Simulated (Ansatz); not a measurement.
# Tl

```
Tl
1.0
     0.00000    2.16500    2.16500
     2.16500    0.00000    2.16500
     2.16500    2.16500    0.00000
Tl
1
Direct
  0.00000 0.00000 0.00000
```

Conventional cell: a = 4.330 Å, b = 4.330 Å, c = 4.330 Å, α = 90.00°, β = 90.00°, γ = 90.00°. Around Tl (atom 1) lie 12 Tl at 3.06 Å.

The cell comes from COD entry 2300517, which wasn't checked; take it as a given geometry.

No spin–orbit coupling, which matters for the heavy atoms here.

Computed with DFT, PBE, all-electron LAPW, scalar-relativistic (Ansatz 0.2.0).

Numerical set-up: a Γ-centred 16×16×16 k mesh, Fermi–Dirac smearing of 0.05 eV, basis error target 1 meV/atom, no spin polarisation.

```json
{"Density of states at the Fermi level (0.2 eV bin)": "0.28 states/eV per cell", "Volume per atom": "20.30 Å³"}
```

(1) Give the computed value. Band gap.

(2) Give the computed value. Pressure at this cell.

Results:

(1) none: with an odd electron count and no spin polarisation the bands can't all be full, a metal in this set-up (spin order or a larger cell could open a gap).

(2) 37.5 GPa.
